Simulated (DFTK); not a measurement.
**TaN in DFTK: the effect of functional**

Crystal: TaN.

```
Ta N
1.0
     0.00000    2.21132    2.21132
     2.21132    0.00000    2.21132
     2.21132    2.21132    0.00000
Ta N
1 1
Direct
  0.50000 0.50000 0.50000
  0.00000 0.00000 0.00000
```

The cell comes from a database or a generator and needn't be the stable form of this composition.

Alike in all runs:

| Quantity | Value |
| --- | --- |
| Program | DFTK 0.8.2 |
| Task | single point |
| Potentials or basis | SG15 1.2 (PBE) |
| Cutoff | 1225 eV |
| k mesh | 10 × 10 × 10 |
| Occupations | fermi-dirac, width 0.05 eV |
| Spin | no spin polarisation |

```tsv
functional	pressure (GPa)
LDA	-22.4
PBEsol	-11.5
r2SCAN	?
```

**Question.** What does the run with functional r2SCAN give?

**Answer.** Pressure -16.1 GPa.

Caveats: the potentials were made for another functional, which shifts forces and pressure.

Runs at the PBE level aren't shown here.
